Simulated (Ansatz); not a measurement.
# CoO (P-6m2) in Ansatz: settings compared, part 2 of 2

Ansatz 0.2.0. The steps go on from the part before.

## 3. Relaxation of cell and atoms, PBE+D4, collinear spin, ferromagnetic start

input.yaml

```yaml
crystal:
  lattice:
    - [2.82845, 0.0, 0.0]
    - [-1.41423, 2.44951, 0.0]
    - [0.0, 0.0, 2.72172]
  atoms:
    - { symbol: Co, position: [0.0, 0.0, 0.5], spin: 2.0 }
    - { symbol: O, position: [0.66667, 0.33333, 0.0] }
hamiltonian:
  xc: pbe
  pseudopotentials: { kind: paw }
  dispersion: d4
magnetization:
  spin_polarized: true
kpoints:
  mp_grid: { grid: [8, 8, 7] }
scf:
  occupations: { method: fermi_dirac, width: 0.05 }
output:
  forces: true
  stress: true
  eigenvalues: true
  write_density: true
  write_potential: true
  elf: true
  volumetric_format: npy
relax:
  f_tol: 0.01
  max_steps: 40
  cell: { stress_tol: 0.05 }
```

Potentials or basis: Ansatz PAW.

Launch:

```sh
> ansatz run input.yaml --threads 2 --pin off --max-ram 5632MiB --backend cpu --events-out ev --progress --plain --runs-dir out
```

Output:

```text
[... 198 lines left out ...]
```

Run time: 19 s. Hardware: 2 threads of Arm Neoverse V2, shared host; peak memory 0.3 GiB.

What came out:

```yaml
Free_energy: -5692.5479 eV
Relaxed_volume: 9.26 Å³/atom
Relaxed_cell: a = 2.807 Å, b = 2.807 Å, c = 2.713 Å, α = 90.00°, β = 90.00°, γ = 120.00°
Space_group_after_relaxing_to_0.05_Å: P-6m2 (No. 187)
Energy_gained_by_relaxing: 1.7 meV/atom
Ionic_steps: 8
Pressure_after_relaxing: 0.0 GPa
Band_gap_on_the_k_mesh: none (metal or under the smearing width)
Net_moment: 3.00 μB per cell
Absolute_moment: 3.05 μB per cell
Site_moments: Co +2.50; O +0.43 μB
```

Step by step:
```tsv
step	energy change (eV)	largest force (eV/Å)	volume (Å³)
1	0.0000	0.0000	18.86
2	-0.0021	0.0000	18.75
3	-0.0047	0.0000	18.54
4	-0.0048	0.0000	18.53
5	-0.0048	0.0000	18.53
6	-0.0035	0.0000	18.53
7	-0.0035	0.0000	18.52
8	-0.0035	0.0000	18.52
```

Final structure:
```cif
data_structure
_symmetry_space_group_name_H-M 'P 1'
_symmetry_Int_Tables_number 1
_cell_length_a 2.8072
_cell_length_b 2.8072
_cell_length_c 2.7130
_cell_angle_alpha 90.000
_cell_angle_beta 90.000
_cell_angle_gamma 120.000
_cell_volume 18.52
loop_
_atom_site_label
_atom_site_type_symbol
_atom_site_fract_x
_atom_site_fract_y
_atom_site_fract_z
_atom_site_occupancy
Co1 Co 0.00000 0.00000 0.50000 1
O1 O 0.66667 0.33333 0.00000 1
```

Levels at points of the mesh, in eV from the Fermi level:
Spin up:
| k point | band 9 | band 10 | band 11 | band 12 | band 13 | band 14 | band 15 | band 16 | band 17 |
| --- | --- | --- | --- | --- | --- | --- | --- | --- | --- |
| (0.00, 0.00, 0.00) | -3.85 | -2.95 | -2.95 | -1.05 | -1.05 | 0.70 | 14.61 | 16.20 | 16.20 |
| (0.00, -0.50, 0.00) | -4.24 | -3.09 | -2.09 | -2.09 | -0.65 | 5.55 | 8.76 | 14.84 | 17.15 |
Spin down:
```tsv
k point	band 8	band 9	band 10	band 11	band 12	band 13
(0.00, 0.00, 0.00)	-3.17	-2.77	0.27	0.27	0.81	0.81
(0.00, -0.50, 0.00)	-3.46	-2.36	0.07	0.16	0.37	1.70
```

Caveat: the plane-wave basis is chosen anew once the cell has moved, so the energies of steps on either side of that aren't comparable; the pressure holds a Pulay correction of +0.8 GPa for the finite cutoff; a cell with one magnetic atom can't hold antiferromagnetic order, which such compounds often take; semilocal functionals often make such compounds metallic where correlation or magnetic order opens a gap, which also shifts bond lengths; pairwise dispersion overbinds metals, which lowers pressure and volume.

## 4. Relaxation of cell and atoms, LDA, collinear spin, ferromagnetic start

Edit input.yaml of step 3 so:

```diff
@@ -9,5 +9,4 @@
 hamiltonian:
-  xc: pbe
+  xc: lda
   pseudopotentials: { kind: paw }
-  dispersion: d4
 magnetization:
```

Launch:

```sh
> ansatz run input.yaml --threads 2 --pin off --max-ram 5632MiB --backend cpu --events-out ev --progress --plain --runs-dir out
```

Run time: 15 s. Hardware: 2 threads of Arm Neoverse V2, shared host; peak memory 0.31 GiB.

Results (log left out):

```
Free energy                            : -5616.4031 eV
Relaxed volume                         : 8.63 Å³/atom
Relaxed cell                           : a = 2.739 Å, b = 2.739 Å, c = 2.658 Å, α = 90.00°, β = 90.00°, γ = 120.00°
Space group after relaxing (to 0.05 Å) : P-6m2 (No. 187)
Energy gained by relaxing              : 46.9 meV/atom
Ionic steps                            : 9
Pressure after relaxing                : 0.0 GPa
Band gap on the k mesh                 : none (metal or under the smearing width)
Net moment                             : 2.97 μB per cell
Absolute moment                        : 3.01 μB per cell
Site moments                           : Co +2.42; O +0.45 μB
```

Step by step:
| step | energy change (eV) | largest force (eV/Å) | volume (Å³) |
| --- | --- | --- | --- |
| 1 | 0.0000 | 0.0000 | 18.86 |
| 2 | -0.0787 | 0.0000 | 17.96 |
| 3 | -0.1007 | 0.0000 | 17.22 |
| 4 | -0.1004 | 0.0000 | 17.31 |
| 5 | -0.1004 | 0.0000 | 17.31 |
| 6 | -0.1004 | 0.0000 | 17.31 |
| 7 | -0.0936 | 0.0000 | 17.31 |
| 8 | -0.0940 | 0.0000 | 17.26 |
| 9 | -0.0938 | 0.0000 | 17.26 |

Final structure:
```cif
data_structure
_symmetry_space_group_name_H-M 'P 1'
_symmetry_Int_Tables_number 1
_cell_length_a 2.7386
_cell_length_b 2.7386
_cell_length_c 2.6578
_cell_angle_alpha 90.000
_cell_angle_beta 90.000
_cell_angle_gamma 120.000
_cell_volume 17.26
loop_
_atom_site_label
_atom_site_type_symbol
_atom_site_fract_x
_atom_site_fract_y
_atom_site_fract_z
_atom_site_occupancy
Co1 Co 0.00000 0.00000 0.50000 1
O1 O 0.66667 0.33333 0.00000 1
```

Levels at points of the mesh, in eV from the Fermi level:
Spin up:
| k point | band 9 | band 10 | band 11 | band 12 | band 13 | band 14 | band 15 | band 16 | band 17 |
| --- | --- | --- | --- | --- | --- | --- | --- | --- | --- |
| (0.00, 0.00, 0.00) | -4.24 | -2.69 | -2.69 | -0.96 | -0.96 | 1.11 | 14.73 | 16.67 | 16.67 |
| (0.00, -0.50, 0.00) | -4.50 | -2.87 | -2.00 | -1.95 | -0.42 | 5.81 | 9.35 | 15.09 | 17.90 |
Spin down:
| k point | band 7 | band 8 | band 9 | band 10 | band 11 | band 12 | band 13 | band 14 |
| --- | --- | --- | --- | --- | --- | --- | --- | --- |
| (0.00, 0.00, 0.00) | -4.16 | -3.48 | -2.94 | 0.00 | 0.00 | 0.87 | 0.87 | 1.82 |
| (0.00, -0.50, 0.00) | -4.53 | -3.76 | -2.58 | -0.22 | 0.30 | 0.41 | 1.67 | 6.42 |

Caveat: the plane-wave basis is chosen anew once the cell has moved, so the energies of steps on either side of that aren't comparable; the pressure holds a Pulay correction of +1.1 GPa for the finite cutoff; a cell with one magnetic atom can't hold antiferromagnetic order, which such compounds often take; semilocal functionals often make such compounds metallic where correlation or magnetic order opens a gap, which also shifts bond lengths; the PAW data sets come from PBE, with cores solved anew for the run's functional, which leaves a small shift of forces and pressure.

## 5. The runs side by side

```csv
level,gap on the mesh (eV),pressure (GPa),moment (μB),relaxed volume (Å³/atom)
PBE+D3(BJ),none,0.0,3.00,9.23
PBE+D4,none,0.0,3.00,9.26
LDA,none,0.0,2.97,8.63
```

Alike in all rows: task relaxation of cell and atoms; potentials or basis Ansatz PAW; spin collinear, ferromagnetic start; cell relaxed; k mesh 8 × 8 × 7; cutoff (eV) 420; smearing fermi-dirac 0.05 eV.

Caveats: the plane-wave basis is chosen anew once the cell has moved, so the energies of steps on either side of that aren't comparable; a cell with one magnetic atom can't hold antiferromagnetic order, which such compounds often take; semilocal functionals often make such compounds metallic where correlation or magnetic order opens a gap, which also shifts bond lengths; pairwise dispersion overbinds metals, which lowers pressure and volume (some runs); the PAW data sets come from PBE, with cores solved anew for the run's functional, which leaves a small shift of forces and pressure (some runs).

Absolute energies hang on the potentials; compare differences alone.
